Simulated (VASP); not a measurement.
# Ga11P12 (a cell with a defect) in VASP: settings compared

The runs below take Ga11P12 (a cell with a defect) through single point, with LDA, PBEsol.

Everything below comes from runs of VASP 6.6.1. Logs are shortened: lines on timing, memory, paths and dates and some standing lists are left out, and cuts for length are marked.

**1. The structure**

The cell holds a defect, 23 atoms: a = 11.562 Å, b = 7.708 Å, c = 7.708 Å, α = 60.00°, β = 60.00°, γ = 60.00°.

**2. Single point, LDA, collinear spin, ferromagnetic start**

Contents of INCAR:

```
SYSTEM = Ga11P12
PREC     = Accurate       ! precision mode
ENCUT    = 350            ! plane-wave cutoff, eV
EDIFF    = 1E-5           ! SCF threshold, eV
ISMEAR   = 0              ! smearing method
SIGMA    = 0.03           ! smearing width, eV
LREAL    = Auto         
LASPH    = .TRUE.         ! aspherical terms in the spheres
NELM     = 120            ! most SCF steps
ALGO     = Normal         ! electronic algorithm
ISIF     = 2              ! what is computed and relaxed
LWAVE    = .FALSE.        ! write WAVECAR
LCHARG   = .FALSE.        ! write CHGCAR
ISPIN    = 2              ! spin polarisation
MAGMOM   = 0 0 0 0 0 0 0 0 0 0 0 0.75 0.75 0.75 0 0 0 0 0 0.75 0 0 0 ! initial moments
LORBIT   = 11             ! projections on sites
NUPDOWN  = 3              ! fixed moment
NBANDS   = 122            ! bands
ISYM     = 0
```

Contents of KPOINTS:

```
Automatic mesh
0
G
  2 2 2
  0 0 0
```

Contents of POSCAR:

```
Ga11P12                                 
1.0
    0.0000000000      8.1757500000      8.1757500000
    5.4505000000      0.0000000000      5.4505000000
    5.4505000000      5.4505000000      0.0000000000
  Ga              P             
    11    12
Direct
     0.0049962350521975    0.0005466635744302    0.4963027799103552
     0.0056005411156901    0.4926768988979908    0.0054275790709588
     0.0053935454476208    0.4915275704675995    0.4950138243511547
     0.3270529553863658    0.0022465274306589    0.0042123411517841
     0.3264729787555602    0.0027836739409821    0.5029080045789088
     0.3269296542634373    0.5019474655313507    0.0035053403915202
     0.3318157234781057    0.4993196712043473    0.5009116457294257
     0.6700324496920042    0.9999293716113237    0.0003095481196463
     0.6687080709160714    0.9995830436267876    0.4946940048447465
     0.6692302610150549    0.4944400013014857    0.0003911154173105
     0.6668010391312794    0.4987811081917342    0.4997693128437716
     0.0783517717097210    0.1181730452375841    0.1215734937677480
     0.0783134519720560    0.1175525982190853    0.6436436667772738
     0.0787290819266794    0.6416711717444653    0.1207962124974695
     0.0832741254740589    0.6221105858107598    0.6265445924252838
     0.4182688908587721    0.1237472933513714    0.1247049871362190
     0.4178340668552503    0.1219615968519396    0.6246164943535176
     0.4183438852853422    0.6228317919284964    0.1235895185330943
     0.4178055204152427    0.6242674666311819    0.6248587498912251
     0.7602831384806980    0.1194686160465825    0.1197137401872342
     0.7532912625269799    0.1214285438140595    0.6234266244828430
     0.7539163519343272    0.6227803618095663    0.1224525492594498
     0.7536179983074903    0.6224259327762173    0.6233408742790528
```

Potentials or basis: VASP PAW LDA potentials, release 64 (Ga_d, P).

Launch:

```
$ cat potpaw_LDA.64/Ga_d/POTCAR potpaw_LDA.64/P/POTCAR > POTCAR
$ mpirun -np 1 vasp_std > vasp.out
```

OUTCAR:

```text
SYSTEM = Ga11P12
   PREC = Accurate
   ENCUT = 350
   EDIFF = 1E-5
   ISMEAR = 0
   LREAL = Auto
   LASPH = .TRUE.
   NELM = 120
   ISIF = 2
   ISPIN = 2
   LORBIT = 11
   NUPDOWN = 3
   ISYM = 0

 ion  position               nearest neighbor table
   1  0.005  0.001  0.496-  13 2.36  12 2.36  21 2.38  15 2.38
   2  0.006  0.493  0.005-  14 2.36  12 2.36  22 2.38  15 2.39
   3  0.005  0.492  0.495-  13 2.36  14 2.36  23 2.38  15 2.39
   4  0.327  0.002  0.004-  12 2.35  16 2.39  18 2.39  17 2.39
   5  0.326  0.003  0.503-  13 2.35  17 2.38  16 2.38  19 2.38
   6  0.327  0.502  0.004-  14 2.35  18 2.38  16 2.38  19 2.38
   7  0.332  0.499  0.501-  15 2.35  18 2.37  17 2.38  19 2.38
   8  0.670  1.000  0.000-  20 2.36  21 2.37  22 2.37  16 2.38
   9  0.669  1.000  0.495-  20 2.36  17 2.37  23 2.37  21 2.38
  10  0.669  0.494  0.000-  20 2.36  18 2.37  23 2.37  22 2.38
  11  0.667  0.499  0.500-  19 2.35  22 2.37  21 2.38  23 2.38
  12  0.078  0.118  0.122-   4 2.35   2 2.36   1 2.36
  13  0.078  0.118  0.644-   5 2.35   3 2.36   1 2.36
  14  0.079  0.642  0.121-   6 2.35   2 2.36   3 2.36
  15  0.083  0.622  0.627-   7 2.35   1 2.38   2 2.39   3 2.39
  16  0.418  0.124  0.125-   8 2.38   6 2.38   5 2.38   4 2.39
  17  0.418  0.122  0.625-   9 2.37   7 2.38   5 2.38   4 2.39
  18  0.418  0.623  0.124-  10 2.37   7 2.37   6 2.38   4 2.39
  19  0.418  0.624  0.625-  11 2.35   7 2.38   5 2.38   6 2.38
  20  0.760  0.119  0.120-   8 2.36  10 2.36   9 2.36
  21  0.753  0.121  0.623-   8 2.37  11 2.38   9 2.38   1 2.38
  22  0.754  0.623  0.122-   8 2.37  11 2.37  10 2.38   2 2.38
  23  0.754  0.622  0.623-  10 2.37   9 2.37  11 2.38   3 2.38

IMPORTANT INFORMATION: All symmetrisations will be switched off!
NOSYMM: (Re-)initialisation of all symmetry stuff for point group C_1.

----------------------------------------------------------------------------------------

                                     Primitive cell

  volume of cell :     485.7695

  direct lattice vectors                    reciprocal lattice vectors
     0.000000000  8.175750000  8.175750000    -0.061156469  0.061156469  0.061156469
     5.450500000  0.000000000  5.450500000     0.091734703 -0.091734703  0.091734703
     5.450500000  5.450500000  0.000000000     0.091734703  0.091734703 -0.091734703

  length of vectors
    11.562256533  7.708171022  7.708171022     0.105926111  0.158889167  0.158889167

  position of ions in fractional coordinates (direct lattice)
     0.004996235  0.000546664  0.496302780
     0.005600541  0.492676899  0.005427579
     0.005393545  0.491527570  0.495013824
     0.327052955  0.002246527  0.004212341
     0.326472979  0.002783674  0.502908005
     0.326929654  0.501947466  0.003505340
[... 15 lines left out ...]
     0.753916352  0.622780362  0.122452549
     0.753617998  0.622425933  0.623340874

  ion indices of the primitive-cell ions
   primitive index   ion index
                 1           1
                 2           2
                 3           3
                 4           4
                 5           5
                 6           6
[... 15 lines left out ...]
                22          22
                23          23

----------------------------------------------------------------------------------------

 KPOINTS: Automatic mesh

Automatic generation of k-mesh.
 Grid dimensions read from file:
 generate k-points for:    2    2    2

 Generating k-lattice:

  Cartesian coordinates                     Fractional coordinates (reciprocal lattice)
    -0.030578234  0.030578234  0.030578234     0.500000000  0.000000000  0.000000000
     0.045867352 -0.045867352  0.045867352     0.000000000  0.500000000  0.000000000
     0.045867352  0.045867352 -0.045867352     0.000000000  0.000000000  0.500000000

  Length of vectors
     0.052963056  0.079444583  0.079444583

  Shift w.r.t. Gamma in fractional coordinates (k-lattice)
     0.000000000  0.000000000  0.000000000

 Subroutine IBZKPT returns following result:
 ===========================================

 Found      8 irreducible k-points:

 Following reciprocal coordinates:
            Coordinates               Weight
  0.000000  0.000000  0.000000      1.000000
  0.500000  0.000000  0.000000      1.000000
  0.000000  0.500000  0.000000      1.000000
  0.000000  0.000000  0.500000      1.000000
  0.500000  0.000000  0.500000      1.000000
  0.500000  0.500000  0.000000      1.000000
  0.000000  0.500000  0.500000      1.000000
  0.500000  0.500000  0.500000      1.000000
   k-points           NKPTS =      8   k-points in BZ     NKDIM =      8   number of bands    NBANDS=    122
   number of dos      NEDOS =    301   number of ions     NIONS =     23
   total plane-waves  NPLWV = 165888
   dimension x,y,z NGX =    72 NGY =   48 NGZ =   48
   dimension x,y,z NGXF=   144 NGYF=   96 NGZF=   96
   ions per type =              11  12
   NGX,Y,Z   is equivalent  to a cutoff of  10.35, 10.35, 10.35 a.u.
   NGXF,Y,Z  is equivalent  to a cutoff of  20.70, 20.70, 20.70 a.u.
 SYSTEM =  Ga11P12
   PREC   = accura    normal or accurate (medium, high low for compatibility)
   ISTART =      0    job   : 0-new  1-cont  2-samecut
   ICHARG =      2    charge: 1-file 2-atom 10-const
   ISPIN  =      2    spin polarized calculation?
   LNONCOLLINEAR =      F non collinear calculations
   LSORBIT =      F    spin-orbit coupling
   LASPH  =      T    aspherical Exc in radial PAW
   ENCUT  =  350.0 eV  25.72 Ry    5.07 a.u.  17.64 11.76 11.76*2*pi/ulx,y,z
   NELM   =    120;   NELMIN=  2; NELMDL= -5     # of ELM steps
   EDIFF  = 0.1E-04   stopping-criterion for ELM
   LREAL  =      T    real-space projection
   EDIFFG = 0.1E-03   stopping-criterion for IOM
   NSW    =      0    number of steps for IOM
   IBRION =     -1    ionic relax: 0-MD 1-quasi-New 2-CG
   NFREE  =      0    steps in history (QN), initial steepest desc. (CG)
   ISIF   =      2    stress and relaxation
   ISYM   =      0    0-nonsym 1-usesym 2-fastsym
   POTIM  = 0.5000    time-step for ionic-motion
   TEBEG  =    0.0;   TEEND  =   0.0 temperature during run
   PSTRESS=    0.0 pullay stress
   NELECT =     203.0000    total number of electrons
   NUPDOWN=       3.0000    fix difference up-down
   EMIN   =  10.00;   EMAX   =-10.00  energy-range for DOS
   EFERMI =   0.00;   METHOD = LEGACY
   ISMEAR =     0;   SIGMA  =   0.03  broadening in eV -4-tet -1-fermi 0-gaus
   EFERMI_NEDOS =   21; number of points for ismear=-14 and -15
   IALGO  =     38    algorithm
   IMIX   =      4    mixing-type and parameters
     AMIX     =   0.40;   BMIX     =  1.00
     AMIX_MAG =   1.60;   BMIX_MAG =  1.00
  volume/ion in A,a.u.               =      21.12       142.53
  Fermi-wavevector in a.u.,A,eV,Ry     =   1.223949  2.312929 20.382232  1.498052
  Thomas-Fermi vector in A             =   2.359042
   LORBIT       =     11    0 simple, 1 ext, 2 COOP (PROOUT), +10 PAW based schemes
   GGA     = CA    functional components
   LHFCALC =     F    Hartree Fock is set to
   AEXX    =    0.0000 exact exchange contribution
   IVDW    =     0    specifies the selected vdW correction
   LEPSILON=     F    determine dielectric tensor
   LRPA    =     F    only Hartree local field effects (RPA)
 spin polarized calculation
 Gauss-broadening in eV      SIGMA  =   0.03
  energy-cutoff  :      350.00
  volume of cell :      485.77
 maximum number of plane-waves:      7275
 NGX is ok and might be reduce to    72
   NGX = 35   NGY = 23   NGZ = 23

 number of electron     202.9999987 magnetization       3.0000000

 Free energy of the ion-electron system (eV)
  ---------------------------------------------------
  ext. energy  EPLUGINS =         0.00000000
  ---------------------------------------------------
  free energy    TOTEN  =      -116.13263181 eV

  energy without entropy =     -116.12966516  energy(sigma->0) =     -116.13114848

 E-fermi :   3.5744     XC(G=0):  -9.9654

 val. band max:        4.4027800842   @ k =   0.0000   0.0000   0.0000
 cond. band min:       3.5796804401   @ k =   0.0000   0.0000   0.5000
 fundamental gap:     -0.8230996442
 Fermi energy:         4.5971706994

 spin component 1

 k-point     1 :       0.0000    0.0000    0.0000
  band No.  band energies     occupation
      1     -10.7787      1.00000
      2     -10.7770      1.00000
      3     -10.7757      1.00000
      4     -10.7539      1.00000
      5     -10.7405      1.00000
      6     -10.7331      1.00000
[... 105 lines left out ...]
    112       6.0900      0.00000
    113       6.2853      0.00000
[... 810 lines left out ...]
    112       7.2490      0.00000
    113       7.8984      0.00000
 Fermi energy:         3.5743602082

 spin component 2

 k-point     1 :       0.0000    0.0000    0.0000
  band No.  band energies     occupation
      1     -10.7693      1.00000
      2     -10.7662      1.00000
      3     -10.7644      1.00000
      4     -10.7423      1.00000
      5     -10.7303      1.00000
      6     -10.7177      1.00000
[... 105 lines left out ...]
    112       6.1641      0.00000
    113       6.3949      0.00000
[... 810 lines left out ...]
    112       7.3430      0.00000
    113       7.9884      0.00000
 [bands above 113 left out]

------------------------ aborting loop because EDIFF is reached ----------------------------------------

  FORCE on cell =-STRESS in cart. coord.  units (eV):
  Direction    XX          YY          ZZ          XY          YZ          ZX
  --------------------------------------------------------------------------------------
  -------------------------------------------------------------------------------------
  Total      -12.3435926    -12.2783478    -12.2934133      0.4306504     -0.1629566      0.4733235
  in kB      -40.7119471    -40.4967552    -40.5464447      1.4203821     -0.5374676      1.5611276
  external PRESSURE =     -40.5850490 kB  Pullay stress =       0.0000000 kB

 VOLUME and BASIS-vectors are now :
 -----------------------------------------------------------------------------
  energy-cutoff  :      350.00
  volume of cell :      485.77
      direct lattice vectors                 reciprocal lattice vectors
     0.000000000  8.175750000  8.175750000    -0.061156469  0.061156469  0.061156469
     5.450500000  0.000000000  5.450500000     0.091734703 -0.091734703  0.091734703
     5.450500000  5.450500000  0.000000000     0.091734703  0.091734703 -0.091734703

 POSITION                                       TOTAL-FORCE (eV/Angst)
 -----------------------------------------------------------------------------------
      2.70808      2.74595      0.04383         0.013473     -0.020754      0.021682
      2.71492      0.07537      2.73112         0.000098     -0.014213     -0.011180
      5.37714      2.74217      2.72317         0.009801     -0.021393     -0.006967
      0.03520      2.69686      2.68615        -0.019708      0.002877      0.005691
      2.75627      5.41026      2.68433         0.009951     -0.010133     -0.002263
      2.75497      2.69200      5.40876         0.014041      0.003858     -0.015380
[... 15 lines left out ...]
      4.06189      6.83126      9.55830         0.005889      0.000107      0.000231
      6.79005      9.55891      9.55392        -0.001505      0.009833      0.007271
 -----------------------------------------------------------------------------------
    total drift:                               -0.006243      0.001859     -0.004262

  FREE ENERGIE OF THE ION-ELECTRON SYSTEM (eV)
  ---------------------------------------------------
  free  energy   TOTEN  =      -116.1326318093 eV

  energy  without entropy=     -116.1296651580  energy(sigma->0) =     -116.13114848

 total charge

# of ion       s       p       d       tot
------------------------------------------
    1        0.877   0.840  10.005  11.722
    2        0.878   0.839  10.005  11.722
    3        0.877   0.840  10.005  11.723
    4        0.879   0.831  10.003  11.713
    5        0.874   0.842  10.004  11.721
    6        0.874   0.842  10.004  11.720
[... 15 lines left out ...]
   22        1.026   1.500   0.000   2.526
   23        1.026   1.501   0.000   2.526
--------------------------------------------------
tot         22.091  26.908 110.049 159.048

 magnetization (x)

# of ion       s       p       d       tot
------------------------------------------
    1       -0.003   0.023   0.011   0.030
    2       -0.003   0.023   0.011   0.031
    3       -0.004   0.020   0.010   0.026
    4       -0.001   0.025   0.010   0.034
    5       -0.000   0.013   0.009   0.021
    6       -0.000   0.013   0.009   0.021
[... 15 lines left out ...]
   22        0.001   0.049   0.000   0.050
   23        0.001   0.048   0.000   0.049
--------------------------------------------------
tot          0.058   1.472   0.103   1.633
```

Wall time 7.3 min (1 thread of Intel Xeon 6975P-C (Granite Rapids), shared host); peak memory 0.54 GiB.

What came out:

```yaml
Free_energy: -116.1326 eV
Pressure: -4.1 GPa
Largest_force: 0.104 eV/Å
Net_moment: 3.00 μB per cell
Site_moments: Ga +0.03, +0.02; P +0.24, +0.22, +0.04, +0.09, +0.06, +0.05 μB
Valence_electrons_inside_the_program's_atomic_spheres: Ga 11.72, 11.71, 11.73; P 2.47, 2.48, 2.53, 2.52
```

Forces in eV/Å, atoms in the order of the input:
```
Ga   0.013 -0.021  0.022
Ga   0.000 -0.014 -0.011
Ga   0.010 -0.021 -0.007
Ga  -0.020  0.003  0.006
Ga   0.010 -0.010 -0.002
Ga   0.014  0.004 -0.015
Ga  -0.008 -0.001 -0.011
Ga   0.032 -0.002 -0.012
Ga  -0.018 -0.019  0.019
Ga  -0.018  0.017 -0.031
Ga   0.012 -0.006 -0.004
P    0.050  0.062  0.066
P   -0.053 -0.041  0.062
P   -0.058  0.058 -0.047
P   -0.011  0.009  0.022
P    0.010 -0.006 -0.009
P   -0.002  0.009  0.001
P   -0.003 -0.010  0.009
P    0.013  0.004 -0.012
P    0.019 -0.042 -0.053
P    0.003  0.016  0.001
P    0.006  0.000  0.000
P   -0.002  0.010  0.007
```

Stress tensor (GPa, compression positive):
```
-4.07  0.14  0.16
 0.14 -4.05 -0.05
 0.16 -0.05 -4.05
```

Caveat: the k mesh is coarse (spacing up to 0.50 Å⁻¹), so the values aren't converged; the cutoff is under 1.25 times the usual one of these potentials, so pressure, stress and relaxed cells hold a basis-set (Pulay) error; the total moment is fixed, so each spin has its own Fermi level.

(Part 1 of 2 ends here.)
